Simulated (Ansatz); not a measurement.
# Ag (Im-3m) under several functionals

Plane-wave DFT in Ansatz with scalar-relativistic PAW potentials. The same structure was relaxed (cell and atoms, symmetry kept) in separate runs at each level. This bcc form isn't the element's structure at ambient conditions. No spin polarisation.

```csv
level,cutoff (eV),k mesh,V (Å³/atom),a (Å)
LDA,420,18×18×18,16.111,3.182
PBEsol,420,18×18×18,16.773,3.225
r2SCAN,500,18×18×18,17.459,3.269
```

Question: Where does PBE (420 eV, k mesh 18×18×18) fall?

Answer: V (Å³/atom) 18.021, a (Å) 3.303. Its volume is the largest of the set. The usual order of volumes, LDA < PBEsol < PBE, holds here (16.111, 16.773, 18.021 Å³/atom). As a rule LDA overbinds; PBEsol, built on the gradient expansion of slowly varying densities, lies between LDA and PBE; PBE's stronger gradient term for exchange weakens bonds. r2SCAN lies 3.1 % under PBE in volume.